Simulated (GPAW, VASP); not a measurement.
This is a calculation of W (Tungsten) for GPAW 26.7.0 (ASE script). 

File run.py:

```python
from ase import Atoms
from ase.dft.bandgap import bandgap
from ase.io import write
from ase.units import Bohr, GPa
from gpaw import GPAW, PW
from gpaw.elf import elf_from_dft_calculation

atoms = Atoms(['W'],
              cell=[[-1.582345, 1.582345, 1.582345],
                    [1.582345, -1.582345, 1.582345],
                    [1.582345, 1.582345, -1.582345]],
              scaled_positions=[[0.0, 0.0, 0.0]],
              pbc=True)

calc = GPAW(mode=PW(600),
            xc='LDA',
            kpts={'size': (12, 12, 12), 'gamma': True},
            occupations={'name': 'fermi-dirac', 'width': 0.05},
            setups={'W': ':d,8.0'},
            nbands=16,
            convergence={'density': 1e-05, 'energy': 1e-05},
            maxiter=150,
            txt='gpaw.txt')
atoms.calc = calc
energy = atoms.get_potential_energy()
forces = atoms.get_forces()
stress = atoms.get_stress()
calc.write('gs.gpw')
write('result.traj', atoms)
print(f'Energy: {energy:.6f} eV')
print('Forces (eV/A):')
print(forces.round(4))
print('Stress (GPa):', (stress / GPa).round(3))
print('Fermi level:', round(calc.get_fermi_level(), 4), 'eV')
print(f'Gap: {bandgap(calc)[0]:.4f} eV, direct: {bandgap(calc, direct=True)[0]:.4f} eV')

# fields on the real-space grid
write('density.cube', atoms, data=calc.get_pseudo_density() * Bohr**3)
write('potential.cube', atoms, data=calc.get_electrostatic_potential())
write('elf.cube', atoms, data=elf_from_dft_calculation(calc).data)
```

Potentials or basis: the program's PAW data sets (release 1.2.1) made for this functional, pw.

Run with:

```bash
$ OMP_NUM_THREADS=1 python run.py
```

Problem. Translate it to VASP 6.6.1. Potentials or basis there: LDA PAW files W_sv, 520 eV.

Solution. As run (cutoffs and basis follow the program's own potentials, and thresholds, step limits or extra output files can differ):

File INCAR:

```
SYSTEM = W
  ALGO = Fast
  EDIFF = 1E-7
  ENCUT = 520
  ISIF = 2
  ISMEAR = -1
  LASPH = .True.
  LCHARG = .False.
  LDAU = .True.
  LDAUJ = 0
  LDAUL = 2
  LDAUPRINT = 1
  LDAUTYPE = 2
  LDAUU = 8
  LMAXMIX = 4
  LREAL = .False.
  LWAVE = .False.
  NBANDS = 13
  NELM = 80
  PREC = Accurate
  SIGMA = 0.05
```

Contents of KPOINTS:

```
k-points
0
Gamma
  12 12 12
  0 0 0
```

File POSCAR:

```
W
1.0
   -1.5823450000      1.5823450000      1.5823450000
    1.5823450000     -1.5823450000      1.5823450000
    1.5823450000      1.5823450000     -1.5823450000
W
1
Direct
    0.0000000000      0.0000000000      0.0000000000
```

Potentials or basis: VASP PAW LDA potentials, release 64 (W_sv).

Command:

```bash
$ cat potpaw_LDA.64/W_sv/POTCAR > POTCAR
$ mpirun -np 1 vasp_std > vasp.out
```

Both were run:

|  | GPAW | VASP |
| --- | --- | --- |
| Pressure | 9.8 GPa | 18.2 GPa |

The two programs' LDA may be different fits to the electron gas.

The two runs disagree by more than potentials and bases usually give (in gap, levels, pressure or energy); the cause wasn't traced.

How U acts hangs on each program's projectors.

Pressure is positive in compression.
